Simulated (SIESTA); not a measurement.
RbCl:

```
CELL_PARAMETERS angstrom
0.00000 3.27400 3.27400
3.27400 0.00000 3.27400
3.27400 3.27400 0.00000
ATOMIC_POSITIONS crystal
Rb 0.00000 0.00000 0.00000
Cl 0.50000 0.50000 0.50000
```

Base run:

```yaml
Program: SIESTA 5.4.2
Functional: LDA
Potentials_or_basis: PseudoDojo 0.4 standard (LDA files)
Basis: DZP (energy shift 0.003 Ry; two zetas on semicore shells; d shell added on Rb)
Grid_cutoff: 800 Ry
Energy_shift: 0.003 Ry
k_mesh: 7 × 7 × 7
Occupations: fermi-dirac, width 0.05 eV
Spin: no spin polarisation
```

Its results: band gap on the k mesh 4.64 eV, direct; pressure -1.4 GPa.

Problem. The run is repeated on the same cell with these changes: functional from LDA to PBE; potentials or basis from PseudoDojo 0.4 standard (LDA files) to PseudoDojo 0.4 standard (PBE files). What comes out?

Solution. Band gap on the k mesh 5.09 eV, direct; pressure 1.1 GPa.

Caveats: the basis of atomic orbitals isn't converged, which shifts pressures, moduli and gaps; an odd mesh through Γ misses points on the zone boundary, where band edges often lie (some runs).
